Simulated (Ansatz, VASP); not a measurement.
# One calculation of C, two programs

```xyz
4
Lattice="2.4449 0.0000 0.0000 -1.2225 2.1174 0.0000 0.0000 0.0000 6.6516" Properties=species:S:1:pos:R:3 pbc="T T T"
C     0.0000    0.0000    0.0166
C     0.0000    0.0000    3.3424
C     0.0000    1.4116    0.0166
C     1.2225    0.7058    3.3424
```

Alike in both runs: functional LDA; k mesh 21 × 21 × 6; occupations gaussian, width 0.1 eV; no spin polarisation.

Ansatz relaxed the structure, and its values are those at the end. VASP's run is a single point on that final structure, the one shown.

|  | VASP | Ansatz |
| --- | --- | --- |
| version | VASP 6.6.1 | Ansatz 0.2.0 |
| potentials or method | VASP PAW LDA potentials, release 64 (C) | scalar-relativistic, plane waves, PAW |
| plane-wave cutoff (eV) | 520 | 420 |
| valence electrons in the cell | 16 | 16 |

|  | VASP | Ansatz | Ansatz less VASP |
| --- | --- | --- | --- |
| gap on the k mesh at the Fermi level (eV) | none | none | - |
| pressure (GPa) | 0.8 | 0.0 | -0.81 |

A gap of «none» marks a metal or a gap that the smearing closes.
